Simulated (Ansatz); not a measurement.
# SiC: the cost of one run

Method: DFT LDA, scalar-relativistic, plane waves, PAW, in Ansatz 0.2.0.

The COD entry's cell or inner coordinates are ideal or old and differ from later refinements, so a difference from it is no clean test against experiment.

### 1 Starting point

The structure is cubic, space group F-43m (No. 216). The conventional cell has a = 4.348 Å, b = 4.348 Å, c = 4.348 Å, α = 90.00°, β = 90.00°, γ = 90.00°. Si (site symmetry -43m) is surrounded by 4 C at 1.88 Å. Around C (site symmetry -43m) lie 4 Si at 1.88 Å.

Structure file:

```cif
data_structure
_symmetry_space_group_name_H-M 'F-43m'
_symmetry_Int_Tables_number 216
_cell_length_a 4.3480
_cell_length_b 4.3480
_cell_length_c 4.3480
_cell_angle_alpha 90.000
_cell_angle_beta 90.000
_cell_angle_gamma 90.000
_cell_volume 82.20
loop_
_atom_site_label
_atom_site_type_symbol
_atom_site_symmetry_multiplicity
_atom_site_Wyckoff_symbol
_atom_site_fract_x
_atom_site_fract_y
_atom_site_fract_z
_atom_site_occupancy
Si1 Si 4 a 0.00000 0.00000 0.00000 1
C1 C 4 c 0.25000 0.25000 0.25000 1
```

No relaxation comes first: the listed cell is the starting point.

### 2 The reference cell

Reference values: F = -852.1982 eV; pressure -2.94 GPa; largest force 0.000 eV/Å; gap on the mesh 1.31 eV. It was computed beforehand with the settings of the runs below.

### 3 Setting up shifting one sublattice

Every Si atom is moved by x along the Cartesian unit vector (0.000, -0.707, -0.707); the cell and all other atoms stay fixed. Forces below are components along that vector, summed over the moved atoms.

### 4 Point x = -0.500 Å

The input, input.yaml:

```yaml
crystal:
  lattice:
    - [0.0, 2.174, 2.174]
    - [2.174, 0.0, 2.174]
    - [2.174, 2.174, 0.0]
  atoms:
    - { symbol: Si, position: [0.1626280546, 0.0, 0.0] }
    - { symbol: C, position: [0.75, 0.75, 0.75] }
basis:
  ecutwfc: 420
kpoints:
  mp_grid: { grid: [12, 12, 12] }
hamiltonian:
  xc: lda
scf:
  occupations: { method: gaussian, width: 0.05 }
output:
  forces: true
  stress: true
  eigenvalues: true
```

Started as:

```bash
ansatz run input.yaml --threads 1 --pin off --max-ram 1228MiB --backend cpu --events-out ev --progress --plain --runs-dir out
```

Q: Estimate wall time and peak memory on 1 thread of an x86-64 CPU, shared host.

About 6.9 s, with a peak of 0.49 GiB.
